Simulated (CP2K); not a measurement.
# CaF2 (Fluorite) under changes of volume

One of the cells (13.579 Å³/atom); the others are scaled copies at fixed shape and fractional positions:

```
CELL_PARAMETERS angstrom
3.86222 0.00000 0.00000
1.93111 3.34478 0.00000
1.93111 1.11493 3.15349
ATOMIC_POSITIONS crystal
Ca 0.00000 0.00000 0.00000
F 0.75000 0.75000 0.75000
F 0.25000 0.25000 0.25000
```

| Item | Value |
| --- | --- |
| Program | CP2K 2026.2 |
| Functional | PBEsol |
| Potentials or basis | POTENTIAL_UZH Ca GTH-PBE-q10, F GTH-PBE-q7; TZVP-MOLOPT-PBE-GTH basis |
| Density cutoff | 10204 eV |
| k mesh | 8 × 8 × 8 |
| Occupations | fermi-dirac, width 0.05 eV |
| Spin | no spin polarisation |

```csv
volume (Å³/atom),energy over the lowest point (meV/atom),pressure (GPa),gap on the mesh (eV)
12.764,10.78,5.2,7.39
13.036,3.87,3.0,7.26
13.308,0.40,1.1,7.14
13.579,0.00,-0.6,7.02
13.851,3.25,-2.2,6.91
14.122,8.08,-3.5,6.80
14.394,?,?,?
```

Question: What does the run at 14.394 Å³/atom give?

Answer: Energy over the lowest point 15.10 meV/atom; pressure -4.7 GPa; gap on the mesh 6.70 eV.

Worked out: A Birch-Murnaghan fit of order 3 (a polynomial in V^(-2/3)) to the other rows has its minimum at 13.45 Å³/atom with B0 = V·E''(V) = 88 GPa and B' = 5.5. It gives 15.56 meV/atom at 14.394 Å³/atom, against the run's 15.10, and -dE/dV = -4.9 GPa, against -4.7. A straight line through the other rows of the gap, of slope -5.82 eV per unit of ln V, extrapolates to 6.69 eV, against the run's 6.70.

Energies are extrapolated to zero smearing.

Caveats: the potentials were made for another functional, which shifts forces and pressure; the basis of atomic orbitals isn't converged, which shifts pressures, moduli and gaps.

A mesh can miss the band edges.
